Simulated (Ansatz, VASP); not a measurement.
Two plane-wave programs on MgO

```xyz
2
Lattice="2.9380 0.0000 0.0000 -1.4690 2.5444 0.0000 0.0000 0.0000 2.6797" Properties=species:S:1:pos:R:3 pbc="T T T"
Mg    0.0000    0.0000    0.0000
O     0.0000    1.6963    1.3398
```

Measurements of this composition are mostly on another form, of space group No. 225.

Alike in both runs: task single point; functional LDA; k mesh 12 × 12 × 8; no spin polarisation.

|  | VASP | Ansatz |
| --- | --- | --- |
| version | VASP 6.6.1 | Ansatz 0.2.0 |
| potentials or method | VASP PAW LDA potentials, release 64 (Mg, O) | plane waves, PAW |
| plane-wave cutoff (eV) | 520 | 420 |
| occupations | gaussian, width 0.01 eV | fixed |
| valence electrons in the cell | 8 | 16 |

VASP gave:

- gap on the k mesh at the Fermi level (eV): 2.94
- pressure (GPa): -11.0
- largest component of the traceless stress (GPa): 1.06

Question: Estimate Ansatz's values.

Answer: gap on the k mesh at the Fermi level (eV): 2.95; pressure (GPa): -9.4; largest component of the traceless stress (GPa): 0.84.

The two sets of potentials don't hold the same shells in valence.

A k mesh can miss the band edges.
